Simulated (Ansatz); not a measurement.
# Tantalum, omega (AlB2-type) under LDA: ground state and equation of state, part 2 of 2

The plan for tantalum in the omega (AlB2-type) structure: relax it, solve it on a dense k-mesh, then scale the cell to 7 volumes from 88 to 112 % of the relaxed one and try a fit of the equation of state. Spin polarisation is left out. The k-meshes are 8×8×11 for the relaxation; 10×10×15 for the dense run; 9×9×13 for the volumes.

Ansatz 0.2.0; DFT, LDA (PW92), plane waves (420 eV) with PAW, scalar-relativistic. The steps go on from the part before.

### Step 4. At 88 % of the relaxed volume

File input.yaml:

```yaml
crystal:
  lattice:
    - [4.5671781912, 0.0, 0.0]
    - [-2.2835890956, 3.9552923372, 0.0]
    - [0.0, 0.0, 2.5623173937]
  atoms:
    - { symbol: Ta, position: [1.0, 1.0, 0.0] }
    - { symbol: Ta, position: [0.3333333333, 0.6666666667, 0.5] }
    - { symbol: Ta, position: [0.6666666667, 0.3333333333, 0.5] }
hamiltonian:
  xc: lda
  pseudopotentials:
    kind: paw
    azcp:
      Ta: "pseudopotentials/Ta.paw.azcp"
basis:
  ecutwfc: 420
  fft_grid_basis: typed
kpoints:
  mp_grid: { grid: [9, 9, 13], shift: [0, 0, 0] }
magnetization:
  spin_polarized: false
scf:
  occupations: { method: fermi_dirac, width: 0.1 }
  lower_state_search: "off"
output:
  stress: true
```

The log of the run, cut to the lines that bear on the results:

```text
Warning: <dir> the record states the generating functional pbe (its physics header spells it `PBE`), which answers neither for hamiltonian.xc's functional nor for the lda family's — results may be inconsistent (PPs are generated against a specific XC)
Warning: RAYON_NUM_THREADS=2 ignored (pool sized by the plan → 2); use --threads N
[...]
Pseudopotentials: kind: paw
Pseudopotential: Ta, paw, valence charge 13, recommended cutoff 420 eV (normal), <dir>
Functional definition: SPW92
[...]
Crystal: 3 atoms, lattice volume = 46.287 Å³
Basis set: ecut = 420 eV, 915 PW (Γ)
Bands: 24, of which v1, the nominal top of the filled ones, is band 20 counted from 1 (19 counted from 0)
Symmetry: 24 space group operations
Space group: P6/mmm (ITA 191), of the structure as read, at distance tolerance 3.6e-5 Å
k-points: 84 of 1053
[...]
SCF iter   1: F=—  HF=-29046.612505 eV  |F-HF|=—  |Δ(HF+E_count)|=         —  Δρ=1.75e-2  dr2=1.33e-1  ethr=1.77e-3  ⟨swp⟩=5.0  Hψ=8499  notcnv=0
[...]
SCF iter   6: F=-29046.569285 eV  HF=-29046.569285 eV  |F-HF|=7.87e-9  |Δ(HF+E_count)|=   2.71e-7  Δρ=1.10e-5  dr2=1.84e-8  ethr=2.56e-10  ⟨swp⟩=5.0  Hψ=7664  notcnv=0
[...]
SCF converged after 6 iterations
Free energy (F): -29046.569285 eV
[...]
E sigma→0 (E₀):  -29046.532552 eV
Entropy (-TS):   -0.073465 eV (-24.488 meV/atom)
Fermi energy:    22.099650 eV
[...]
--- Stress (GPa, compression-positive) ---
       32.859870      -0.000000       0.000000
       -0.000000      32.859870       0.000000
        0.000000       0.000000      35.757950
  P = ⅓ Tr σ = 33.8259 GPa (338.259 kbar)
```

It took 2.3 s on 2 threads of Arm Neoverse V1, shared host; peak memory 0.32 GiB.

### Step 5. At 92 % of the relaxed volume

input.yaml, as its differences from that of step 4:

```diff
@@ -2,5 +2,5 @@
   lattice:
-    - [4.5671781912, 0.0, 0.0]
-    - [-2.2835890956, 3.9552923372, 0.0]
-    - [0.0, 0.0, 2.5623173937]
+    - [4.6353550812, 0.0, 0.0]
+    - [-2.3176775406, 4.0143352559, 0.0]
+    - [0.0, 0.0, 2.600566576]
   atoms:
@@ -27 +27,5 @@
   stress: true
+  write_density: true
+  write_potential: true
+  elf: true
+  volumetric_format: npy
```

The log of the run, cut to the lines that bear on the results:

```text
Warning: <dir> the record states the generating functional pbe (its physics header spells it `PBE`), which answers neither for hamiltonian.xc's functional nor for the lda family's — results may be inconsistent (PPs are generated against a specific XC)
Warning: RAYON_NUM_THREADS=2 ignored (pool sized by the plan → 2); use --threads N
[...]
[... 3 set-up lines as earlier in the session ...]
[...]
Crystal: 3 atoms, lattice volume = 48.391 Å³
Basis set: ecut = 420 eV, 915 PW (Γ)
Bands: 24, of which v1, the nominal top of the filled ones, is band 20 counted from 1 (19 counted from 0)
[... 2 set-up lines as earlier in the session ...]
k-points: 84 of 1053
[...]
SCF iter   1: F=—  HF=-29046.958569 eV  |F-HF|=—  |Δ(HF+E_count)|=         —  Δρ=1.59e-2  dr2=1.29e-1  ethr=1.77e-3  ⟨swp⟩=5.0  Hψ=8483  notcnv=0
[...]
SCF iter   6: F=-29046.921407 eV  HF=-29046.921407 eV  |F-HF|=2.22e-9  |Δ(HF+E_count)|=   2.23e-7  Δρ=8.92e-6  dr2=1.21e-8  ethr=2.56e-10  ⟨swp⟩=10.2  Hψ=14161  notcnv=0
[...]
SCF converged after 6 iterations
Free energy (F): -29046.921407 eV
[...]
E sigma→0 (E₀):  -29046.880146 eV
Entropy (-TS):   -0.082522 eV (-27.507 meV/atom)
Fermi energy:    21.036037 eV
[...]
--- Stress (GPa, compression-positive) ---
       19.716437      -0.000000       0.000000
       -0.000000      19.716437       0.000000
        0.000000       0.000000      21.359537
  P = ⅓ Tr σ = 20.2641 GPa (202.641 kbar)
--- Band table (eV; the first three rows and the last of 84) ---
  k-point 0: bands = ["-46.1354", "-45.9333", "-45.9306", "-13.2353", "-13.2353", "-12.8876", "-12.8876", "-11.9536", "-11.9536", "-11.8688", "-11.5876", "-11.5626", "12.5052", "16.8208", "18.8004", "19.5893", "19.5893", "19.5949", "19.5949", "20.1493", "22.0199", "22.0199", "24.6843", "24.6843"]
[...]
```

Run time: 3.4 s. Hardware: 2 threads of Arm Neoverse V1, shared host; peak memory 0.33 GiB.

Density in a lattice plane of the grid's cell (edges 4.64 and 4.64 Å, at 0.500 of the third edge), which holds Ta.

Values in e/Å³, 12 rows by 12 columns:
```
0.41 0.33 0.29 0.31 0.42 0.63 0.63 0.42 0.31 0.29 0.33 0.41
0.32 0.29 0.32 0.61 1.95 2.89 1.95 0.61 0.32 0.29 0.31 0.33
0.29 0.31 0.61 2.84 4.56 4.56 2.84 0.61 0.31 0.29 0.29 0.29
0.31 0.42 1.95 4.56 3.14 4.56 1.95 0.42 0.31 0.31 0.32 0.31
0.34 0.63 2.89 4.56 4.56 2.89 0.63 0.34 0.42 0.61 0.61 0.42
0.37 0.63 1.95 2.84 1.95 0.63 0.37 0.63 1.95 2.84 1.95 0.63
0.34 0.42 0.61 0.61 0.42 0.34 0.63 2.89 4.56 4.56 2.89 0.63
0.31 0.31 0.32 0.31 0.31 0.42 1.95 4.56 3.14 4.56 1.95 0.42
0.29 0.29 0.29 0.29 0.31 0.61 2.84 4.56 4.56 2.84 0.61 0.31
0.32 0.33 0.31 0.29 0.32 0.61 1.95 2.89 1.95 0.61 0.32 0.29
0.41 0.41 0.33 0.29 0.31 0.42 0.63 0.63 0.42 0.31 0.29 0.33
0.49 0.41 0.32 0.29 0.31 0.34 0.37 0.34 0.31 0.29 0.32 0.41
```
Columns run along the first of these edges and rows up along the second, over one cell in 12 and 12 even steps from the bottom left corner. Atoms in the plane (fractional): Ta at (0.33, 0.67), Ta at (0.67, 0.33).

ELF in the same plane.

Ten even steps from ' ' (0.05) to '@' (0.73):
```
======++****##++==--::::::::--==**##**++========
====++++****==----========--::--++****++========
==++****++----==**%%%%%%##++----==****++++======
******++----**%%@@@@@@@@@@**----==******++++++++
####++----**@@@@##++##@@@@**----++######******##
##**----**@@@@==  ..++@@@@++::==**####********##
++==::++%%@@**..  ::%%@@##----==++++========++++
==::--**@@@@**--==%%@@%%==::--==--------------==
::::--##@@@@@@%%@@@@##==::::::::==++****++==::::
::::--**%%@@@@@@%%**--::::::--**%%@@@@@@%%**--::
::::::==++****++==::::::::==##@@@@%%@@@@@@##--::
====--------------==--::==%%@@%%==--**@@@@**--::
++++++========++++==----##@@%%::  ..**@@%%++::==
####********####**==::++@@@@++..  ==@@@@**----**
####******######++----**@@@@##++##@@@@**----++##
**++++++++******==----**@@@@@@@@@@%%**----++****
========++++****==----++##%%%%%%**==----++****++
==========++****++--::--========----==****++++==
==========++**##**==--::::::::--==++##****++====
========++**####**==--::::::--==**####**++======
```
Columns run along the first of these edges and rows up along the second, over one cell in 24 and 20 even steps from the bottom left corner. Atoms in the plane (fractional): Ta at (0.33, 0.67), Ta at (0.67, 0.33).

Both are smooth fields of the valence electrons: close to the nuclei they are not physical.

Outside the cores ELF peaks at 0.56 between the atoms, 1.7 Å from Ta.

### Step 6. At 96 % of the relaxed volume

input.yaml, as its differences from that of step 5:

```diff
@@ -2,5 +2,5 @@
   lattice:
-    - [4.6353550812, 0.0, 0.0]
-    - [-2.3176775406, 4.0143352559, 0.0]
-    - [0.0, 0.0, 2.600566576]
+    - [4.7015833873, 0.0, 0.0]
+    - [-2.3507916936, 4.0716906514, 0.0]
+    - [0.0, 0.0, 2.637722547]
   atoms:
```

The log of the run, cut to the lines that bear on the results:

```text
Warning: <dir> the record states the generating functional pbe (its physics header spells it `PBE`), which answers neither for hamiltonian.xc's functional nor for the lda family's — results may be inconsistent (PPs are generated against a specific XC)
Warning: RAYON_NUM_THREADS=2 ignored (pool sized by the plan → 2); use --threads N
[...]
[... 3 set-up lines as earlier in the session ...]
[...]
Crystal: 3 atoms, lattice volume = 50.495 Å³
Basis set: ecut = 420 eV, 975 PW (Γ)
Bands: 24, of which v1, the nominal top of the filled ones, is band 20 counted from 1 (19 counted from 0)
[... 2 set-up lines as earlier in the session ...]
k-points: 84 of 1053
[...]
SCF iter   1: F=—  HF=-29047.143728 eV  |F-HF|=—  |Δ(HF+E_count)|=         —  Δρ=1.44e-2  dr2=1.22e-1  ethr=1.77e-3  ⟨swp⟩=5.0  Hψ=8380  notcnv=0
[...]
SCF iter   6: F=-29047.112300 eV  HF=-29047.112300 eV  |F-HF|=2.18e-11  |Δ(HF+E_count)|=   2.20e-7  Δρ=7.96e-6  dr2=9.95e-9  ethr=2.56e-10  ⟨swp⟩=10.1  Hψ=14303  notcnv=0
[...]
SCF converged after 6 iterations
Free energy (F): -29047.112300 eV
[...]
E sigma→0 (E₀):  -29047.067035 eV
Entropy (-TS):   -0.090530 eV (-30.177 meV/atom)
Fermi energy:    20.057659 eV
[...]
--- Stress (GPa, compression-positive) ---
        8.987099      -0.000000       0.000000
       -0.000000       8.987099       0.000000
        0.000000       0.000000       9.549210
  P = ⅓ Tr σ = 9.1745 GPa (91.745 kbar)
--- Band table (eV; the first three rows and the last of 84) ---
  k-point 0: bands = ["-47.1789", "-47.0222", "-47.0072", "-14.1937", "-14.1937", "-13.8957", "-13.8957", "-13.0769", "-13.0769", "-12.9853", "-12.7382", "-12.7215", "11.6791", "16.0430", "17.8684", "18.6270", "18.6270", "18.6273", "18.6273", "19.2344", "21.0411", "21.0411", "23.5798", "23.5798"]
[...]
```

Run time: 3.4 s. Hardware: 2 threads of Arm Neoverse V1, shared host; peak memory 0.34 GiB.

### Step 7. At 100 % of the relaxed volume

input.yaml, as its differences from that of step 6:

```diff
@@ -2,5 +2,5 @@
   lattice:
-    - [4.7015833873, 0.0, 0.0]
-    - [-2.3507916936, 4.0716906514, 0.0]
-    - [0.0, 0.0, 2.637722547]
+    - [4.7659966434, 0.0, 0.0]
+    - [-2.3829983217, 4.1274741675, 0.0]
+    - [0.0, 0.0, 2.6738602232]
   atoms:
@@ -27,5 +27 @@
   stress: true
-  write_density: true
-  write_potential: true
-  elf: true
-  volumetric_format: npy
```

The log of the run, cut to the lines that bear on the results:

```text
Warning: <dir> the record states the generating functional pbe (its physics header spells it `PBE`), which answers neither for hamiltonian.xc's functional nor for the lda family's — results may be inconsistent (PPs are generated against a specific XC)
Warning: RAYON_NUM_THREADS=2 ignored (pool sized by the plan → 2); use --threads N
[...]
[... 3 set-up lines as earlier in the session ...]
[...]
Crystal: 3 atoms, lattice volume = 52.599 Å³
Basis set: ecut = 420 eV, 1023 PW (Γ)
Bands: 24, of which v1, the nominal top of the filled ones, is band 20 counted from 1 (19 counted from 0)
[... 2 set-up lines as earlier in the session ...]
k-points: 84 of 1053
[...]
SCF iter   1: F=—  HF=-29047.197235 eV  |F-HF|=—  |Δ(HF+E_count)|=         —  Δρ=1.30e-2  dr2=1.14e-1  ethr=1.77e-3  ⟨swp⟩=5.0  Hψ=8391  notcnv=0
[...]
SCF iter   6: F=-29047.170933 eV  HF=-29047.170933 eV  |F-HF|=8.19e-10  |Δ(HF+E_count)|=   2.16e-7  Δρ=7.80e-6  dr2=9.99e-9  ethr=2.56e-10  ⟨swp⟩=5.0  Hψ=7452  notcnv=0
[...]
SCF converged after 6 iterations
Free energy (F): -29047.170933 eV
[...]
E sigma→0 (E₀):  -29047.122482 eV
Entropy (-TS):   -0.096901 eV (-32.300 meV/atom)
Fermi energy:    19.155048 eV
[...]
--- Stress (GPa, compression-positive) ---
        0.162755       0.000000       0.000000
        0.000000       0.162755       0.000000
        0.000000       0.000000      -0.187731
  P = ⅓ Tr σ = 0.0459 GPa (0.459 kbar)
```

Run time: 2.4 s. Hardware: 2 threads of Arm Neoverse V1, shared host; peak memory 0.34 GiB.

### Step 8. At 104 % of the relaxed volume

input.yaml, as its differences from that of step 7:

```diff
@@ -2,5 +2,5 @@
   lattice:
-    - [4.7659966434, 0.0, 0.0]
-    - [-2.3829983217, 4.1274741675, 0.0]
-    - [0.0, 0.0, 2.6738602232]
+    - [4.8287143178, 0.0, 0.0]
+    - [-2.4143571589, 4.1817892669, 0.0]
+    - [0.0, 0.0, 2.7090466297]
   atoms:
```

The log of the run, cut to the lines that bear on the results:

```text
Warning: <dir> the record states the generating functional pbe (its physics header spells it `PBE`), which answers neither for hamiltonian.xc's functional nor for the lda family's — results may be inconsistent (PPs are generated against a specific XC)
Warning: RAYON_NUM_THREADS=2 ignored (pool sized by the plan → 2); use --threads N
[...]
[... 3 set-up lines as earlier in the session ...]
[...]
Crystal: 3 atoms, lattice volume = 54.703 Å³
Basis set: ecut = 420 eV, 1065 PW (Γ)
Bands: 24, of which v1, the nominal top of the filled ones, is band 20 counted from 1 (19 counted from 0)
[... 2 set-up lines as earlier in the session ...]
k-points: 84 of 1053
[...]
SCF iter   1: F=—  HF=-29047.142262 eV  |F-HF|=—  |Δ(HF+E_count)|=         —  Δρ=1.18e-2  dr2=1.05e-1  ethr=1.77e-3  ⟨swp⟩=4.9  Hψ=8364  notcnv=0
[...]
SCF iter   6: F=-29047.120436 eV  HF=-29047.120436 eV  |F-HF|=1.60e-9  |Δ(HF+E_count)|=   2.09e-7  Δρ=7.60e-6  dr2=9.97e-9  ethr=2.56e-10  ⟨swp⟩=5.0  Hψ=7448  notcnv=0
[...]
SCF converged after 6 iterations
Free energy (F): -29047.120436 eV
[...]
E sigma→0 (E₀):  -29047.069431 eV
Entropy (-TS):   -0.102009 eV (-34.003 meV/atom)
Fermi energy:    18.319689 eV
[...]
--- Stress (GPa, compression-positive) ---
       -7.127681       0.000000       0.000000
       -0.000000      -7.127681       0.000000
        0.000000       0.000000      -8.239826
  P = ⅓ Tr σ = -7.4984 GPa (-74.984 kbar)
```

Wall time 2.5 s (2 threads of Arm Neoverse V1, shared host); peak memory 0.34 GiB.

### Step 9. At 108 % of the relaxed volume

input.yaml, as its differences from that of step 8:

```diff
@@ -2,5 +2,5 @@
   lattice:
-    - [4.8287143178, 0.0, 0.0]
-    - [-2.4143571589, 4.1817892669, 0.0]
-    - [0.0, 0.0, 2.7090466297]
+    - [4.8898437733, 0.0, 0.0]
+    - [-2.4449218866, 4.2347289282, 0.0]
+    - [0.0, 0.0, 2.7433419999]
   atoms:
```

The log of the run, cut to the lines that bear on the results:

```text
Warning: <dir> the record states the generating functional pbe (its physics header spells it `PBE`), which answers neither for hamiltonian.xc's functional nor for the lda family's — results may be inconsistent (PPs are generated against a specific XC)
Warning: RAYON_NUM_THREADS=2 ignored (pool sized by the plan → 2); use --threads N
[...]
[... 3 set-up lines as earlier in the session ...]
[...]
Crystal: 3 atoms, lattice volume = 56.807 Å³
Basis set: ecut = 420 eV, 1107 PW (Γ)
Bands: 24, of which v1, the nominal top of the filled ones, is band 20 counted from 1 (19 counted from 0)
[... 2 set-up lines as earlier in the session ...]
k-points: 84 of 1053
[...]
SCF iter   1: F=—  HF=-29046.997990 eV  |F-HF|=—  |Δ(HF+E_count)|=         —  Δρ=1.07e-2  dr2=9.73e-2  ethr=1.77e-3  ⟨swp⟩=4.8  Hψ=8396  notcnv=0
[...]
SCF iter   6: F=-29046.979708 eV  HF=-29046.979708 eV  |F-HF|=1.65e-9  |Δ(HF+E_count)|=   1.79e-7  Δρ=7.13e-6  dr2=9.98e-9  ethr=2.56e-10  ⟨swp⟩=4.9  Hψ=7289  notcnv=0
[...]
SCF converged after 6 iterations
Free energy (F): -29046.979708 eV
[...]
E sigma→0 (E₀):  -29046.926495 eV
Entropy (-TS):   -0.106426 eV (-35.475 meV/atom)
Fermi energy:    17.543761 eV
[...]
--- Stress (GPa, compression-positive) ---
      -13.153788       0.000000       0.000000
        0.000000     -13.153788      -0.000000
        0.000000      -0.000000     -14.906663
  P = ⅓ Tr σ = -13.7381 GPa (-137.381 kbar)
```

It took 2.5 s on 2 threads of Arm Neoverse V1, shared host; peak memory 0.34 GiB.

### Step 10. At 112 % of the relaxed volume

input.yaml, as its differences from that of step 9:

```diff
@@ -2,5 +2,5 @@
   lattice:
-    - [4.8898437733, 0.0, 0.0]
-    - [-2.4449218866, 4.2347289282, 0.0]
-    - [0.0, 0.0, 2.7433419999]
+    - [4.949481892, 0.0, 0.0]
+    - [-2.474740946, 4.2863770541, 0.0]
+    - [0.0, 0.0, 2.7768006876]
   atoms:
@@ -27 +27,5 @@
   stress: true
+  write_density: true
+  write_potential: true
+  elf: true
+  volumetric_format: npy
```

The log of the run, cut to the lines that bear on the results:

```text
Warning: <dir> the record states the generating functional pbe (its physics header spells it `PBE`), which answers neither for hamiltonian.xc's functional nor for the lda family's — results may be inconsistent (PPs are generated against a specific XC)
Warning: RAYON_NUM_THREADS=2 ignored (pool sized by the plan → 2); use --threads N
[...]
[... 3 set-up lines as earlier in the session ...]
[...]
Crystal: 3 atoms, lattice volume = 58.911 Å³
Basis set: ecut = 420 eV, 1155 PW (Γ)
Bands: 24, of which v1, the nominal top of the filled ones, is band 20 counted from 1 (19 counted from 0)
[... 1 set-up line as earlier in the session ...]
Space group: P6/mmm (ITA 191), of the structure as read, at distance tolerance 3.9e-5 Å
k-points: 84 of 1053
[...]
SCF iter   1: F=—  HF=-29046.780002 eV  |F-HF|=—  |Δ(HF+E_count)|=         —  Δρ=9.84e-3  dr2=9.05e-2  ethr=1.77e-3  ⟨swp⟩=4.6  Hψ=8375  notcnv=0
[...]
SCF iter   6: F=-29046.764369 eV  HF=-29046.764369 eV  |F-HF|=1.86e-8  |Δ(HF+E_count)|=   7.70e-7  Δρ=8.70e-6  dr2=4.39e-8  ethr=2.56e-10  ⟨swp⟩=7.7  Hψ=13828  notcnv=0
[...]
SCF converged after 6 iterations
Free energy (F): -29046.764369 eV
[...]
E sigma→0 (E₀):  -29046.709123 eV
Entropy (-TS):   -0.110493 eV (-36.831 meV/atom)
Fermi energy:    16.820569 eV
[...]
--- Stress (GPa, compression-positive) ---
      -18.128529      -0.000000       0.000000
       -0.000000     -18.128529      -0.000000
        0.000000      -0.000000     -20.421615
  P = ⅓ Tr σ = -18.8929 GPa (-188.929 kbar)
--- Band table (eV; the first three rows and the last of 84) ---
  k-point 0: bands = ["-50.7686", "-50.7109", "-50.6516", "-17.5049", "-17.5049", "-17.3717", "-17.3717", "-16.8473", "-16.8473", "-16.7436", "-16.5973", "-16.5869", "9.0275", "13.4321", "14.7760", "15.4563", "15.4563", "15.4845", "15.4845", "16.1670", "17.7436", "17.7436", "19.8663", "19.8663"]
[...]
```

It took 3.8 s on 2 threads of Arm Neoverse V1, shared host; peak memory 0.34 GiB.

### Step 11. Energy and pressure against volume

All volumes keep the relaxed shape and fractional coordinates.

| V (Å³/atom) | E − E₀ (meV/atom) | P from the stress (GPa) | P from the fit (GPa) |
| --- | --- | --- | --- |
| 15.429 | 196.7 | 33.83 | 33.39 |
| 16.130 | 80.8 | 20.26 | 19.95 |
| 16.832 | 18.5 | 9.17 | 8.91 |
| 17.533 | 0.0 | 0.05 | -0.18 |
| 18.234 | 17.7 | -7.50 | -7.69 |
| 18.936 | 65.4 | -13.74 | -13.89 |
| 19.637 | 137.8 | -18.89 | -19.03 |

Fit (Birch-Murnaghan, third order): V₀ = 17.518 Å³/atom, B₀ = 207 GPa, B₀′ = 3.8, largest residual 0.06 meV/atom.

Fit and stress differ a little: one follows E(σ → 0), the other the smeared free energy.

### Step 12. Summary of results

The summary covers parts 1 to 2.

| quantity | value |
| --- | --- |
| space group (spins left aside) | P6/mmm (No. 191) |
| conventional cell | a = 4.766 Å, c = 2.674 Å (c/a = 0.561) |
| volume | 17.533 Å³/atom |
| shortest distance | 2.674 Å |
| gap on the mesh | none (levels filled in part) |
| relative to bcc | +237 meV/atom |
| V₀, B₀, B₀′ | 17.518 Å³/atom, 207 GPa, 3.8 |

From the guessed start the volume shrank by 2.9 % in 6 steps. Against the reference form of tantalum (bcc, computed apart with the same settings) it stands 237 meV/atom higher, so it is far from stable. Levels at the Fermi energy are filled in part, as in a metal. B₀ comes out at 207 GPa; letting shape and positions relax at each volume could only lower it. Relaxation kept the symmetry; phonons were not checked.
